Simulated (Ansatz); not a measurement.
BaSnO3 (cubic perovskite, space group No. 221) under volume change, DFT-r²SCAN in the program Ansatz with PAW potentials, scaled uniformly.

| V (Å³/atom) | E − E(relaxed) (meV/atom) | P (GPa) |
|---|---|---|
| 12.833 | 67.6 | 18.67 |
| 13.256 | 28.2 | 11.35 |
| 13.679 | 6.6 | 5.18 |
| 14.102 | 0.0 | 0.00 |
| 14.525 | 5.9 | -4.36 |
| 14.948 | 22.4 | -8.02 |
| 15.371 | 47.8 | -11.07 |

What does a third-order Birch–Murnaghan fit give for V₀, B₀ and B′?

V₀ = 14.10 Å³/atom, B₀ = 158 GPa, B′ = 4.8.

Space group Pm-3m (cubic perovskite). The cell was relaxed with r²SCAN under the symmetry of its start; phonons on a q-mesh show no instability. Spin–orbit coupling is left out wherever it is not named.

Potentials: the later of the program's two PAW sets.
